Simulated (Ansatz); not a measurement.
One crystal and one scan (energy against volume) at two levels, PBE (plane waves to 420 eV, PAW, scalar-relativistic; Ansatz, a quantum-chemistry and plane-wave program) and PBEsol (plane waves to 420 eV, PAW, scalar-relativistic; Ansatz), each from its own relaxed cell and on its own mesh.

The crystal is Li3N (Li3N type, space group P6/mmm); the cell is scaled evenly about its relaxed volume V₀.

The energy includes the smearing's −TS. Li3N was relaxed with its symmetry unable to fall. With the shape held, the modulus is that of even scaling; a crystal free to change shape is softer. Both scans cover V/V₀ from 0.840 to 1.160.

```tsv
quantity	run 1	run 2
Lattice constant a (Å)	3.607	3.634
Lattice constant c (Å)	3.845	3.865
Relaxed volume (Å³/atom)	10.83	11.05
Pressure at the smallest volume (GPa)	13.2	12.9
Energy cost of the largest compression (meV/atom)	62.2	61.8
Energy cost of the largest expansion (meV/atom)	37.3	36.9
Bulk modulus at fixed cell shape B₀ (third-order Birch-Murnaghan fit) (GPa)	54.6	53.1
```

Question: Which run is which level?

Answer: Run 2 is PBE, run 1 is PBEsol. PBE gives the higher value for: lattice constant a; lattice constant c; relaxed volume. PBE gives the lower value for: pressure at the smallest volume; bulk modulus at fixed cell shape B₀. They agree on: energy cost of the largest compression (within 1.5 %); energy cost of the largest expansion (within 1.5 %). Neither level is exact: the differences show how much the result hangs on the functional.

(A scan under strain: stresses follow from slopes of the energy per volume, elastic moduli from its curvatures.)
